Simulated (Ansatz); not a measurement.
# A point defect in SiO2

The calculation used DFT PBE, scalar-relativistic, plane waves, PAW in Ansatz. Settings: 420 eV cutoff, 2×2×2 k-mesh, shifted by half a step, Gaussian smearing of 0.01 eV, no spin polarisation.

Host crystal, relaxed:

```yaml
crystal:
  lattice:
    - [-2.64326, 4.82523, 4.47174]
    - [2.64326, -4.82523, 4.47174]
    - [2.64326, 4.82523, -4.47174]
  atoms:
    - { symbol: Si, position: [0.93051, 0.84521, 0.08530] }
    - { symbol: Si, position: [0.74010, 0.15479, 0.58530] }
    - { symbol: Si, position: [0.06949, 0.15479, 0.91470] }
    - { symbol: Si, position: [0.25990, 0.84521, 0.41470] }
    - { symbol: O, position: [0.13329, 0.88329, 0.25000] }
    - { symbol: O, position: [0.86671, 0.11671, 0.75000] }
    - { symbol: O, position: [0.79349, 0.50000, 0.79349] }
    - { symbol: O, position: [0.20651, 0.00000, 0.70651] }
    - { symbol: O, position: [0.20651, 0.50000, 0.20651] }
    - { symbol: O, position: [0.79349, 0.00000, 0.29349] }
    - { symbol: O, position: [0.00000, 0.00000, 0.00000] }
    - { symbol: O, position: [0.50000, 0.00000, 0.50000] }
```

Supercell of 48 atoms, rows in host cell vectors: -1 0 1; 1 2 1; -1 -1 -2. Atoms relax at the host's cell, keeping the symmetry that the supercell leaves at the site. The cell is small, so energies carry finite-size errors of tenths of an eV. The host's Kohn–Sham gap is 5.39 eV. Atoms are taken from and returned to the elements' standard states.

The defect is a foreign atom on a Si site at (0.931, 0.845, 0.085) of the host cell.

```tsv
charge	E_f at the valence band top (eV)	moment (μB)	largest move (Å)	atoms near the site
0	-0.81	0.00	1.03	2 O at 1.93 Å, 1 O at 1.95 Å, 1 O at 1.97 Å
```

Problem. Which element is it? Judge by the nearest distance in charge 0 and covalent radii.
A. F
B. Y
C. Ba
D. Zr
E. Rb

Solution. D. The nearest neighbour is O at 1.93 Å, and the summed covalent radii with O are 2.81 Å for Ba, 1.23 Å for F, 2.86 Å for Rb, 2.56 Å for Y, 2.41 Å for Zr, so Zr fits best. Bonds can miss such sums by a tenth of an ångström or more.

Cost: 2 runs of about 30 core-minutes in all, on Arm Neoverse V1 (shared hosts).